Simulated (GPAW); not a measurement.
The system is AlPt.

```
Pt Al
1.0
     4.87893    0.00000    0.00000
     0.00000    4.87893    0.00000
     0.00000    0.00000    4.87893
Pt Al
4 4
Cartesian
  4.1224 3.1960 1.6829
  3.1960 1.6829 4.1224
  1.6829 4.1224 3.1960
  0.7565 0.7565 0.7565
  0.7610 1.6785 3.2004
  1.6785 3.2004 0.7610
  3.2004 0.7610 1.6785
  4.1180 4.1180 4.1180
```

The cell is a database's computed one.

Base run:

| Property | Result |
| --- | --- |
| Program | GPAW 26.7.0 |
| Functional | PBEsol |
| Potentials or basis | PAW data sets generated in the run's folder for this functional |
| Cutoff | 600 eV |
| Basis | pw |
| k mesh | 5 × 5 × 5 |
| Occupations | fermi-dirac, width 0.05 eV |
| Spin | no spin polarisation |
| Hubbard terms | Pt d U = 2 eV |

Its results: band gap on the k mesh none (metal or under the smearing width); pressure -2.4 GPa; largest force 0.082 eV/Å.

Q: After a change of settings the same cell gave: band gap on the k mesh none (metal or under the smearing width); pressure -6.8 GPa; largest force 0.101 eV/Å. Which change was it?
A. hubbard terms from Pt d U = 2 eV to Pt d U = 8 eV
B. hubbard terms from Pt d U = 2 eV to Pt d U = 4 eV
C. hubbard terms from Pt d U = 2 eV to none

A: A.

Caveats: U without spin polarisation on a metal has little footing; the U is typed as a test and isn't derived for this compound.
